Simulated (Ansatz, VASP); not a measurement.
**One calculation of Tl, two programs**

```xyz
1
Lattice="-1.6956 1.6956 2.5434 1.6956 -1.6956 2.5434 1.6956 1.6956 -2.5434" Properties=species:S:1:pos:R:3 pbc="T T T"
Tl    0.0000    0.0000    0.0000
```

Alike in both runs: task single point; functional PBEsol; k mesh 20 × 20 × 20; occupations gaussian, width 0.15 eV; no spin polarisation.

```csv
,VASP,Ansatz
version,VASP 6.6.1,Ansatz 0.2.0
potentials or method,"VASP PAW PBE potentials, release 64 (Tl_d)","scalar-relativistic, plane waves, PAW"
plane-wave cutoff (eV),520,420
valence electrons in the cell,13,13
```

```csv
,VASP,Ansatz,Ansatz less VASP
gap on the k mesh at the Fermi level (eV),none,none,-
pressure (GPa),-1.1,-1.1,+0.05
```

A gap of «none» marks a metal or a gap that the smearing closes.

Caveats: the PAW data sets were made with another functional, which shifts forces and pressure a little (VASP). Spin-orbit coupling is left out, which matters for the levels of Tl.
